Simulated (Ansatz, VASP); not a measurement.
# Al in VASP and in Ansatz

Contents of INCAR:

```
SYSTEM = Al
PREC     = Accurate       ! precision mode
ENCUT    = 520            ! plane-wave cutoff, eV
EDIFF    = 1E-6           ! SCF threshold, eV
ISMEAR   = 1              ! smearing method
SIGMA    = 0.33           ! smearing width, eV
LREAL    = .False.        ! projectors in reciprocal space
LASPH    = .True.         ! aspherical terms in the spheres
NELM     = 60             ! most SCF steps
ALGO     = Fast           ! electronic algorithm
ISIF     = 2              ! what is computed and relaxed
LWAVE    = .False.        ! write WAVECAR
LCHARG   = .False.        ! write CHGCAR
GGA      = PE             ! functional
NBANDS   = 8              ! bands
```

KPOINTS

```
regular mesh
0
Gamma
  2 2 2
  0 0 0
```

The input POSCAR:

```
Al
1.0
   -1.5912186900      1.5912186900      1.5912186900
    1.5912186900     -1.5912186900      1.5912186900
    1.5912186900      1.5912186900     -1.5912186900
Al
1
Direct
    0.0000000000      0.0000000000      0.0000000000
```

Input for Ansatz:

```yaml
crystal:
  lattice:
    - [-1.59121869, 1.59121869, 1.59121869]
    - [1.59121869, -1.59121869, 1.59121869]
    - [1.59121869, 1.59121869, -1.59121869]
  atoms:
    - { symbol: Al, position: [0.0, 0.0, 0.0] }
basis:
  ecutwfc: 420
  xc_grid: 1
kpoints:
  mp_grid: { grid: [2, 2, 2] }
hamiltonian:
  xc: pbe
scf:
  occupations: { method: cold, width: 0.33 }
output:
  forces: true
  stress: true
  eigenvalues: true
```

Alike in both runs: task single point; functional PBE; k mesh 2 × 2 × 2; no spin polarisation.

```csv
,VASP,Ansatz
version,VASP 6.6.1,Ansatz 0.2.0
potentials or method,"VASP PAW PBE potentials, release 64 (Al)","scalar-relativistic, plane waves, PAW"
plane-wave cutoff (eV),520,420
occupations,"methfessel-paxton of order 1, width 0.33 eV","cold, width 0.33 eV"
valence electrons in the cell,3,3
```

Ansatz gave:

- gap on the k mesh at the Fermi level (eV): none
- pressure (GPa): -2.3

Question: Estimate VASP's values.

Answer: gap on the k mesh at the Fermi level (eV): none; pressure (GPa): -1.3.

A gap of «none» marks a metal or a gap that the smearing closes.

Caveats: the k mesh is coarse (spacing up to 1.40 Å⁻¹), so the values aren't converged.
